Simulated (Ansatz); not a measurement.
The system is Se.

```
Se
1.0
     4.35517    0.00000    0.00000
    -2.17759    3.77169    0.00000
     0.00000    0.00000    4.94945
Se
3
Direct
  0.78300 0.78300 0.50000
  0.00000 0.21700 0.83333
  0.21700 0.00000 0.16667
```

- Program: Ansatz 0.2.0
- Task: single point
- Functional: PBE
- Potentials or basis: Ansatz PAW
- Cutoff: 420 eV (not typed: the program's choice for these potentials)
- k mesh: 7 × 7 × 6
- Occupations: fermi-dirac, width 0.05 eV
- Spin: no spin polarisation

On this cell: pressure 5.5 GPa; largest force 1.143 eV/Å; band gap on the k mesh 1.17 eV, indirect (least direct gap 1.39 eV).

The same run follows on a disturbed copy (atoms moved at random, drawn with an rms of 0.05 Å):

```xyz
3
Lattice="4.3552 0.0000 0.0000 -2.1776 3.7717 0.0000 0.0000 0.0000 4.9494" Properties=species:S:1:pos:R:3 pbc="T T T"
Se    1.6927    2.9813    2.4666
Se   -0.4015    0.8356    4.1323
Se    0.8979   -0.0137    0.8518
```

Q: What changes?

A: The energy moves by +46.9 meV/atom; pressure 7.7 GPa; largest force 2.039 eV/Å; band gap on the k mesh 1.02 eV, indirect (least direct gap 1.18 eV).

Forces in eV/Å, atoms in the order of the input:
```
Se  -0.999 -1.336  0.489
Se  -1.027  1.303 -0.259
Se   2.026  0.034 -0.231
```

Stress tensor (GPa, compression positive):
```
 6.94  0.18 -0.51
 0.18  5.85 -1.36
-0.51 -1.36 10.30
```

Caveats: odd divisions of the mesh miss points on the zone boundary, where band edges often lie, so the gap on the mesh can be too wide; forces of over 1 eV/Å show positions far from the minimum, so gaps and moduli don't describe the material at rest (some runs).

A k mesh can miss the band edges.
